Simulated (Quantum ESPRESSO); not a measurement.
PbSe (Clausthalite) under changes of volume

One of the cells (28.671 Å³/atom); the others are scaled copies at fixed shape and fractional positions:

```
CELL_PARAMETERS angstrom
0.00000 3.06065 3.06065
3.06065 0.00000 3.06065
3.06065 3.06065 0.00000
ATOMIC_POSITIONS crystal
Pb 0.00000 0.00000 0.00000
Se 0.50000 0.50000 0.50000
```

```yaml
Program: Quantum ESPRESSO 7.5
Functional: r2SCAN
Potentials_or_basis: SG15 PBE 1.2
Cutoff: 952 eV
Density_cutoff: 3810 eV
k_mesh: 6 × 6 × 6
Occupations: fermi-dirac, width 0.05 eV
Spin: no spin polarisation
```

```tsv
volume (Å³/atom)	energy over the lowest point (meV/atom)	pressure (GPa)	gap on the mesh (eV)
26.951	25.79	4.5	0.45
27.524	?	?	?
28.097	3.99	1.7	0.60
28.671	0.01	0.5	0.67
29.244	0.00	-0.5	0.73
29.818	3.55	-1.5	0.78
30.391	10.28	-2.3	0.83
```

Problem. What does the run at 27.524 Å³/atom give?

Solution. Energy over the lowest point 12.41 meV/atom; pressure 3.0 GPa; gap on the mesh 0.53 eV.

Worked out: A Birch-Murnaghan fit of order 3 (a polynomial in V^(-2/3)) to the other rows has its minimum at 28.96 Å³/atom with B0 = V·E''(V) = 53 GPa and B' = 4.6. It gives 12.41 meV/atom at 27.524 Å³/atom, against the run's 12.41, and -dE/dV = 3.0 GPa, against 3.0. A parabola through the other rows of the gap, of slope 3.67 eV per unit of ln V (its deformation potential) there, gives 0.53 eV, against the run's 0.53.

Energies are extrapolated to zero smearing.

Caveats: the potentials were made for another functional, which shifts forces and pressure; spin-orbit coupling is left out, which as a rule narrows the gap of such compounds by several tenths of an eV.

A mesh can miss the band edges.
